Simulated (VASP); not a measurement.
Wanted: the native input for a VASP 6.6.1 run.

```yaml
Task: work function
Functional: PBE
Potentials_or_basis: VASP PAW PBE potentials, release 64 (Ge_d)
Cutoff: 520 eV
k_mesh: 12 × 12 × 1
Occupations: gaussian, width 0.03 eV
Spin: non-collinear spin, zero start, spin-orbit coupling
Starting_moments: "[[0.0, 0.0, 0.0], [0.0, 0.0, 0.0]] μB"
Dipole_correction: yes
Further_INCAR_settings: ALGO = Normal; EDIFF = 1e-07
```

The structure of Ge lies in POSCAR:

```
Ge                                      
1.0
    3.9800963211     -0.0000000000      0.0000000000
   -1.9900481605      3.4468645262      0.0000000000
    0.0000000000      0.0000000000     16.6800000000
  Ge            
     2
Direct
     0.3333330000000032    0.6666669999999968    0.4811730767343252
     0.6666669999999968    0.3333330000000032    0.5188269232656748
```

The cell was built by a generator and needn't be a form met in nature.

These files were run (other wordings do the same):

INCAR

```
SYSTEM = Ge
  PREC = Accurate
  ENCUT = 520
  EDIFF = 1E-7
  ISMEAR = 0
  SIGMA = 0.03
  LREAL = .False.
  LASPH = .True.
  NELM = 80
  ALGO = Normal
  ISIF = 2
  LWAVE = .False.
  LCHARG = .True.
  MAGMOM = 0 0 0 0 0 0
  LORBIT = 11
  LSORBIT = .True.
  GGA_COMPAT = .False.
  LDIPOL = .True.
  IDIPOL = 3
  DIPOL = 0.5 0.5 0.500
  GGA = PE
  LVHAR = .True.
  LVACPOTAV = .True.
  KPAR = 4
```

KPOINTS

```
regular mesh
0
Gamma
  12 12 1
  0 0 0
```

Potentials or basis: VASP PAW PBE potentials, release 64 (Ge_d).

Launch:

```console
$ cat potpaw_PBE.64/Ge_d/POTCAR > POTCAR
$ mpirun -np 4 vasp_ncl > vasp.out
```

It gave:

```
Largest force                                         : 0.263 eV/Å
Net moment                                            : 0.00 μB per cell
Valence electrons inside the program's atomic spheres : Ge 12.37
Work function of the upper face                       : 4.44 eV
Work function of the lower face                       : 4.44 eV
```

It took 2 min on 4 MPI ranks on Intel(R) Xeon(R) 6975P-C (Granite Rapids) (shared host), peak memory 0.9 GiB a rank.
